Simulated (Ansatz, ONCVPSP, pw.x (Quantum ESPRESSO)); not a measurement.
pw.x on fcc W: one setting changed

Potential: optimised norm-conserving Vanderbilt (ONCV), ONCVPSP 4.0.1.1 (patched build), PBE; core [Kr] 4d10 4f14, reference 5s2 5p6 5d4 6s2; waves: 5s+6s: rc 2.00 bohr, ncon 4, nbas 8, qcut 5.8 1/bohr, 4 projectors, debl 2 Ha; 5p: rc 1.60 bohr, ncon 4, nbas 8, qcut 7.3 1/bohr, 2 projectors, debl 2.7 Ha; 5d: rc 2.80 bohr, ncon 4, nbas 8, qcut 4.5 1/bohr, 2 projectors, debl 2.6 Ha; local part: polynomial inside 1.25 bohr (lpopt 5, dvloc0 1 Ha); core correction: polynomial model core, fcfact 0.5.

The reference run (k-mesh 14³, cutoffs 60/240 Ry, Fermi–Dirac 0.01 Ry, mixing_beta 0.4, conv_thr 1e-9, no spin) gives -2.88 GPa at 16.478 Å³/atom, where all-electron LAPW gives -0.06 GPa. This run, with its own iteration cap, changes nspin = 2 with starting_magnetization to 0.5.

```
&control
  calculation='scf', prefix='x', pseudo_dir='./', outdir='./tmp', tstress=.true., disk_io='none'
/
&system
  ibrav=0, nat=1, ntyp=1, ecutwfc=60, ecutrho=240, nbnd=15,
  occupations='smearing', smearing='fd', degauss=0.01, nspin=2, starting_magnetization(1)=0.5
/
&electrons
  conv_thr=1e-09, mixing_beta=0.4, electron_maxstep=50
/
ATOMIC_SPECIES
W 1.0 W.UPF
CELL_PARAMETERS angstrom
  0.00000000 2.01972156 2.01972156
  2.01972156 0.00000000 2.01972156
  2.01972156 2.01972156 0.00000000
ATOMIC_POSITIONS crystal
W 0.0000 0.0000 0.0000
K_POINTS automatic
14 14 14 0 0 0
```

```bash
pw.x < W.scf.in > W.scf.out
```

Q: How does the run end?

A: It converges in 10 iterations; the free energy moves by +0.0 meV/atom and the pressure by +0.01 GPa. The result is that of the reference run.

```
Message from routine setup:
     using ibrav=0 with symmetry is DISCOURAGED, use correct ibrav instead
     lattice parameter (alat)  =       5.3977  a.u.
     unit-cell volume          =     111.1991 (a.u.)^3
     number of electrons       =        14.00
     number of Kohn-Sham states=           15
     kinetic-energy cutoff     =      60.0000  Ry
     charge density cutoff     =     240.0000  Ry
     scf convergence threshold =      1.0E-09
     Exchange-correlation= PBE
     atomic species   magnetization
     number of k points=   104  Fermi-Dirac smearing, width (Ry)=  0.0100
     iteration #  1     ecut=    60.00 Ry     beta= 0.40
     total energy              =    -166.54057484 Ry
     estimated scf accuracy    <       0.31746343 Ry
     total magnetization       =     1.82 Bohr mag/cell
     absolute magnetization    =     1.82 Bohr mag/cell
     iteration #  2     ecut=    60.00 Ry     beta= 0.40
     total energy              =    -166.68095451 Ry
     estimated scf accuracy    <       0.13004263 Ry
     total magnetization       =     1.35 Bohr mag/cell
     absolute magnetization    =     1.35 Bohr mag/cell
     iteration #  3     ecut=    60.00 Ry     beta= 0.40
     total energy              =    -166.72032689 Ry
     estimated scf accuracy    <       0.00263078 Ry
     total magnetization       =     0.44 Bohr mag/cell
     absolute magnetization    =     0.44 Bohr mag/cell
     iteration #  4     ecut=    60.00 Ry     beta= 0.40
     total energy              =    -166.72362431 Ry
     estimated scf accuracy    <       0.00053583 Ry
     total magnetization       =     0.24 Bohr mag/cell
     absolute magnetization    =     0.25 Bohr mag/cell
     iteration #  5     ecut=    60.00 Ry     beta= 0.40
     total energy              =    -166.72431341 Ry
     estimated scf accuracy    <       0.00016807 Ry
     total magnetization       =     0.12 Bohr mag/cell
     absolute magnetization    =     0.12 Bohr mag/cell
     iteration #  6     ecut=    60.00 Ry     beta= 0.40
     total energy              =    -166.72485047 Ry
     estimated scf accuracy    <       0.00001287 Ry
     total magnetization       =     0.00 Bohr mag/cell
     absolute magnetization    =     0.00 Bohr mag/cell
     iteration #  7     ecut=    60.00 Ry     beta= 0.40
     total energy              =    -166.72485530 Ry
     estimated scf accuracy    <       0.00000070 Ry
     total magnetization       =     0.01 Bohr mag/cell
     absolute magnetization    =     0.01 Bohr mag/cell
     iteration #  8     ecut=    60.00 Ry     beta= 0.40
     total energy              =    -166.72485684 Ry
     estimated scf accuracy    <       0.00000011 Ry
     total magnetization       =     0.00 Bohr mag/cell
     absolute magnetization    =     0.00 Bohr mag/cell
     iteration #  9     ecut=    60.00 Ry     beta= 0.40
     total energy              =    -166.72485691 Ry
     estimated scf accuracy    <          5.7E-09 Ry
     total magnetization       =     0.00 Bohr mag/cell
     absolute magnetization    =     0.00 Bohr mag/cell
     iteration # 10     ecut=    60.00 Ry     beta= 0.40
     the Fermi energy is    21.2360 ev
!    total energy              =    -166.72485691 Ry
     estimated scf accuracy    <          8.4E-10 Ry
     smearing contrib. (-TS)   =      -0.00527676 Ry
     The total energy is F=E-TS. E is the sum of the following terms:
     one-electron contribution =     -15.89462960 Ry
     hartree contribution      =      16.34767664 Ry
     xc contribution           =     -49.44944781 Ry
     ewald contribution        =    -117.72317937 Ry
     total magnetization       =    -0.00 Bohr mag/cell
     absolute magnetization    =     0.00 Bohr mag/cell
     convergence has been achieved in  10 iterations
          total   stress  (Ry/bohr**3)                   (kbar)     P=      -28.71
     Message from routine punch:
     Nothing written, as per user request (disk_io='none')
```

The run took about 44 s on one core of a shared host (Neoverse-V2, 96 threads, 742 GiB, load 81).
